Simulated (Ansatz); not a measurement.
Write the native input for Ansatz 0.2.0 that does the following.

- Task: band structure
- Functional: LDA
- Potentials or basis: all-electron LAPW, scalar-relativistic
- Cutoff: 262 eV (chosen from the basis error)
- Basis error allowed: 0.001 eV/atom
- k mesh: 10 × 10 × 10
- Occupations: fermi-dirac, width 0.05 eV
- Spin: no spin polarisation

Crystal: NaF (Villiaumite).

```
Na F
1.0
     0.00000    2.32000    2.32000
     2.32000    0.00000    2.32000
     2.32000    2.32000    0.00000
Na F
1 1
Direct
  0.00000 0.00000 0.00000
  0.50000 0.50000 0.50000
```

One way to write it, as run:

input.yaml

```yaml
crystal:
  lattice:
    - [0.0, 2.32, 2.32]
    - [2.32, 0.0, 2.32]
    - [2.32, 2.32, 0.0]
  atoms:
    - { symbol: Na, position: [0.0, 0.0, 0.0] }
    - { symbol: F, position: [0.5, 0.5, 0.5] }
kpoints:
  mp_grid: { grid: [10, 10, 10] }
  band_path:
    path:
      - [0.0, 0.0, 0.0]
      - [0.5, 0.0, 0.5]
      - [0.5, 0.25, 0.75]
      - [0.375, 0.375, 0.75]
      - [0.0, 0.0, 0.0]
      - [0.5, 0.5, 0.5]
      - [0.625, 0.25, 0.625]
      - [0.5, 0.25, 0.75]
    npoints: 8
scf:
  occupations: { method: fermi_dirac, width: 0.05 }
hamiltonian:
  xc: lda
  pseudopotentials: { kind: all_electron, lapw: { basis_error: 0.001 } }
output:
  forces: true
  stress: true
  eigenvalues: true
```

Potentials or basis: all-electron LAPW, scalar-relativistic.

Command:

```console
$ ansatz run input.yaml --threads 1 --pin off --max-ram 3072MiB --backend cpu --events-out ev --progress --plain --runs-dir out
```

It gave:

```
Pressure                : -4.4 GPa
Band gap on the k mesh  : 5.94 eV, direct
Band gap along the path : 5.94 eV, direct
```

It took 2.4 s on 1 thread of AMD EPYC 9R45 96-Core Processor (Zen 5) (shared host), peak memory 0.3 GiB.
